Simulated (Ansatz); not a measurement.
**MnO: computed DOS**

```yaml
crystal:
  lattice:
    - [0.00000, 2.22200, 2.22200]
    - [2.22200, 0.00000, 2.22200]
    - [2.22200, 2.22200, 0.00000]
  atoms:
    - { symbol: Mn, position: [0.00000, 0.00000, 0.00000] }
    - { symbol: O, position: [0.50000, 0.50000, 0.50000] }
```

The cell is COD entry 1514105, as deposited and not checked against the literature; nothing was relaxed.

Semilocal functionals without U often leave such compounds metallic or with too small a gap, and the real magnetic order may differ.

The magnetic state is the one reached from the start moments; no search over orders was made, so it needn't be the ground state.

All numbers below come from DFT, PBE, all-electron LAPW, scalar-relativistic (Ansatz 0.2.0).

Numerical set-up: a Γ-centred 16×16×16 k mesh, Fermi–Dirac smearing of 0.05 eV, basis error target 0.25 meV/atom, spin-polarised from start moments Mn1 4 μB, ending with a cell moment of 4.76 μB.

(1) Which of the resolved shells contributes most within 0.3 eV of the Fermi level?

(2) Where is the centre of the filled Mn 3d states between -14 eV and the top of the filled states?

(3) Tabulate the density of states.

Results:

(1) Mn 3d, with 69 % of all states there; O 2p follows with 27 %.

(2) -2.83 eV from the Fermi level.

(3) States per eV and cell, averaged over 0.4 eV, from -8.2 to 5.6 eV, with energies (bin centres) from the Fermi level; empty bins are left out. The partial columns, the largest 4 alone, are projections on Löwdin-orthogonalised atomic shells (those that the program's projection atoms carry: the occupied ones and, for some elements, an empty d or f shell; other empty shells have no column), summed over atoms of an element and both spins. Weights on diffuse s and p shells depend on that basis and aren't pure angular character.
```
E (eV)  spin-up  spin-down  Mn 3d  O 2p  Mn 4s  O 2s
  -8.1     0.15       0.00   0.03  0.09   0.03  0.00
  -7.7     0.42       0.00   0.08  0.26   0.07  0.00
  -7.3     1.00       0.11   0.18  0.75   0.16  0.01
  -6.9     0.66       0.39   0.13  0.77   0.12  0.01
  -6.5     0.51       1.21   0.20  1.30   0.16  0.02
  -6.1     1.84       0.51   0.65  1.59   0.06  0.01
  -5.7     1.45       0.43   0.51  1.30   0.03  0.01
  -5.3     0.84       0.80   0.33  1.26   0.02  0.01
  -4.9     0.45       2.05   0.43  2.02   0.01  0.00
  -4.5     0.13       1.33   0.19  1.25   0.00  0.00
  -4.1     0.07       0.48   0.08  0.46   0.00  0.00
  -3.7     0.19       0.17   0.17  0.19   0.00  0.00
  -3.3     0.54       0.01   0.48  0.06   0.00  0.00
  -2.9     1.07       0.00   0.97  0.08   0.00  0.00
  -2.5     2.48       0.00   2.34  0.12   0.01  0.01
  -2.1     3.58       0.00   3.20  0.33   0.04  0.01
  -1.7     1.25       0.00   0.99  0.18   0.02  0.04
  -1.3     0.91       0.00   0.65  0.20   0.02  0.03
  -0.9     0.85       0.01   0.58  0.24   0.02  0.01
  -0.5     0.79       0.12   0.60  0.27   0.01  0.01
  -0.1     0.76       0.23   0.65  0.30   0.01  0.01
   0.3     0.08       0.37   0.38  0.05   0.01  0.00
   0.7     0.02       0.65   0.59  0.04   0.01  0.01
   1.1     0.03       0.93   0.84  0.05   0.03  0.01
   1.5     0.04       1.39   1.27  0.06   0.05  0.02
   1.9     0.05       3.10   2.88  0.13   0.07  0.04
   2.3     0.06       3.17   2.91  0.14   0.09  0.07
   2.7     0.08       1.02   0.84  0.13   0.08  0.04
   3.1     0.11       1.00   0.79  0.18   0.09  0.02
   3.5     0.17       0.71   0.53  0.17   0.11  0.02
   3.9     0.20       0.08   0.02  0.05   0.12  0.02
   4.3     0.22       0.11   0.02  0.06   0.14  0.02
   4.7     0.24       0.16   0.02  0.07   0.18  0.02
   5.1     0.30       0.19   0.02  0.07   0.24  0.01
   5.5     0.28       0.20   0.02  0.06   0.24  0.01
```
